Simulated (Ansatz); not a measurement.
An Ansatz input and the part of its output that reports the observables at the nuclei.

The cell is a COD entry, its atoms then relaxed with PBE in this cell.

```yaml
crystal:
  lattice:
    - [0.0, 2.6825, 2.6825]
    - [2.6825, 0.0, 2.6825]
    - [2.6825, 2.6825, 0.0]
  atoms:
    - { symbol: Co, position: [0.0, 0.0, 0.0], spin: 2.0 }
    - { symbol: Si, position: [0.25, 0.25, 0.25] }
    - { symbol: Si, position: [0.75, 0.75, 0.75] }
magnetization:
  spin_polarized: true
kpoints:
  mp_grid: { grid: [15, 15, 15] }
scf:
  occupations: { method: fermi_dirac, width: 0.05 }
hamiltonian:
  xc: r2scan
  pseudopotentials: { kind: paw }
output:
  forces: true
  stress: true
  populations: true
  efg: { quadrupole_moments_barn: { Co: 0.42 }, contact_densities: true }
```

```sh
ansatz run input.yaml --threads 1 --pin off --max-ram 3072MiB --backend cpu --events-out ev --progress --plain --runs-dir out
```

Of the output, the block on the nuclei alone is shown; the set-up, the SCF iterations, energies, forces and stress are cut.

```
--- PAW observables at the nuclei: V_zz in 10²¹ V/m², potentials from the cell's mean, atoms counted from 1 ---
  atom   1  Co V_zz =    +0.000000   η = 0.0000   by run symmetry: forbidden   C_q = +0.0000 MHz
            electrostatic potential = -3388.546669 V   contact ρ = 114587.837511 e/Å³   contact ρ_s (e/Å³): all electrons -0.000002, valence -0.000004
  atom   2  Si V_zz =    +0.000000   η = 0.0000   by run symmetry: forbidden
            electrostatic potential = -1363.647349 V   contact ρ = 12787.069865 e/Å³   contact ρ_s (e/Å³): all electrons +0.000004, valence +0.000004
  atom   3  Si V_zz =    +0.000000   η = 0.0000   by run symmetry: forbidden
            electrostatic potential = -1363.647349 V   contact ρ = 12787.069865 e/Å³   contact ρ_s (e/Å³): all electrons +0.000004, valence +0.000004
```

Hardware: 1 thread of Intel Xeon Platinum 8259CL CPU @ 2.50GHz (Skylake/Cascade Lake) (x86_64; 16 cores open to the job, memory cap 3.0 GiB, no GPU), a shared host with a load of 0.7 a core. Wall time 61 s, CPU time 61 s, peak memory 0.67 GiB.

At this cell the r2SCAN pressure is -5 GPa, so with r2SCAN the cell would shrink if it were relaxed. The entry's cell may itself be off. The program didn't check the stability of this electronic state in full, so a lower one may lie near. The start moments die out, and the run ends without spin.
